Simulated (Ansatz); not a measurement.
**How far is PAW off for Sr?**

```yaml
crystal:
  lattice:
    - [0.00000, 4.80912, 4.80912]
    - [4.80912, 0.00000, 4.80912]
    - [4.80912, 4.80912, 0.00000]
  atoms:
    - { symbol: Sr, position: [0.00000, 0.00000, 0.00000] }
    - { symbol: Sr, position: [0.25000, 0.25000, 0.25000] }
```

Atoms are numbered in the order listed.

Conventional cell: a = 9.618 Å, b = 9.618 Å, c = 9.618 Å, α = 90.00°, β = 90.00°, γ = 90.00°. Sr (atom 1) is surrounded by 4 Sr at 4.16 Å.

The structure comes from a relaxation in the same program, started in the diamond type, and has space group Fd-3m. Whether it is a known phase or the ground state wasn't checked.

Methods: DFT, PBE, PAW with Ansatz's default frozen-core files, scalar-relativistic (Ansatz 0.2.0); DFT, PBE, all-electron PAW with datasets made for the crystal, scalar-relativistic (Ansatz 0.2.0); DFT, PBE, all-electron LAPW, scalar-relativistic (Ansatz 0.2.0).

For PAW: a Γ-centred 11×11×11 k mesh, Fermi–Dirac smearing of 0.08 eV, cutoff 420 eV, no spin polarisation. The crystal-made all-electron datasets (AE datasets) take a cutoff of 180 eV at this cell. LAPW targets a basis error of 0.25 meV/atom. The Ansatz runs share mesh, smearing and spin set-up. Plane-wave (PAW) pressures include the program's estimate of the Pulay term.

Stress and pressure are positive in compression.

Levels count from the Fermi level.

| quantity | PAW | AE datasets | LAPW |
| --- | --- | --- | --- |
| pressure (GPa) | 0.01 | 0.01 | 0.01 |
| highest filled level at X (eV) | -1.073 | -1.073 | -1.073 |
| lowest empty level at X (eV) | 0.208 | 0.208 | 0.208 |
| highest filled level at K (eV) | -0.069 | -0.069 | -0.069 |
| lowest empty level at K (eV) | 0.346 | 0.346 | 0.346 |

PAW's pressure differs from the LAPW value by about 0.01 GPa or less. Datasets made for the crystal and LAPW share parts of one code, so their agreement isn't an independent check.
